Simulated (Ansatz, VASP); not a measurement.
**GaAs2: VASP beside Ansatz**

```
CELL_PARAMETERS angstrom
0.00000 3.18216 3.18216
3.18216 0.00000 3.18216
3.18216 3.18216 0.00000
ATOMIC_POSITIONS crystal
Ga 0.00000 0.00000 0.00000
As 0.25000 0.25000 0.25000
As 0.75000 0.75000 0.75000
```

Alike in both runs: functional PBE; k mesh 12 × 12 × 12; occupations gaussian, width 0.1 eV; no spin polarisation.

Ansatz relaxed the structure, and its values are those at the end. VASP's run is a single point on that final structure, the one shown.

|  | VASP | Ansatz |
| --- | --- | --- |
| version | VASP 6.6.1 | Ansatz 0.2.0 |
| potentials or method | VASP PAW PBE potentials, release 64 (Ga_d, As) | scalar-relativistic, plane waves, PAW |
| plane-wave cutoff (eV) | 520 | 420 |
| valence electrons in the cell | 23 | 43 |

Ansatz gave:

| Quantity | Value |
| --- | --- |
| gap on the k mesh at the Fermi level (eV) | none |
| pressure (GPa) | 0.0 |

Question: What did VASP give for the same quantities?

Answer: gap on the k mesh at the Fermi level (eV): none; pressure (GPa): 0.1.

A gap of «none» marks a metal or a gap that the smearing closes. With one functional, cell and mesh, what is left measures potentials, basis and numerics. The two sets of potentials don't hold the same shells in valence.
